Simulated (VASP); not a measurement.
**CoO: single point with PBE**

The system is CoO.

```
Co O
1.0
     1.50547    0.86918    2.43993
    -1.50547    0.86918    2.43993
     0.00000   -1.73837    2.43993
Co O
1 1
Direct
  0.00000 0.00000 0.00000
  0.50000 0.50000 0.50000
```

The cell is a database's computed one.

```
Program                : VASP 6.6.1
Task                   : single point
Functional             : PBE
Potentials or basis    : VASP PAW PBE potentials, release 64 (Co, O)
Cutoff                 : 520 eV
k mesh                 : 11 × 11 × 11
Occupations            : fermi-dirac, width 0.05 eV
Spin                   : collinear spin, ferromagnetic start
Starting moments       : [2.0, 0.0] μB
Further INCAR settings : ALGO = Normal; EDIFF = 1e-07; NBANDS = 18
```

```json
{
 "Pressure": "-0.6 GPa",
 "Band gap on the k mesh": "none (metal or under the smearing width)",
 "Net moment": "2.87 μB per cell",
 "Site moments": "Co +2.54; O +0.29 μB",
 "Valence electrons inside the program's atomic spheres": "Co 7.81; O 4.98"
}
```

Stress tensor (GPa, compression positive):
```
-0.51  0.00  0.00
 0.00 -0.51  0.00
 0.00  0.00 -0.91
```

Levels at points of the mesh, in eV from the Fermi level:
Spin up:
```csv
k point,band 6,band 7,band 8,band 9,band 10,band 11,band 12,band 13
"(0.00, 0.00, 0.00)",-3.12,-3.07,-3.07,-3.02,1.05,16.89,18.14,18.14
```
Spin down:
```tsv
k point	band 4	band 5	band 6	band 7	band 8	band 9
(0.00, 0.00, 0.00)	-2.57	-1.12	-1.12	-1.10	0.06	0.06
```

Wall time 75 s on 1 thread of AMD EPYC 9R45 (Zen 5), on a shared host, peak memory 0.17 GiB.

Caveat: a cell with one magnetic atom can't hold antiferromagnetic order, which such compounds often take; semilocal functionals often make such compounds metallic where correlation or magnetic order opens a gap, which also shifts bond lengths. With open d or f shells a metallic result of PBE can be an artefact of self-interaction; +U or a hybrid may open a gap.
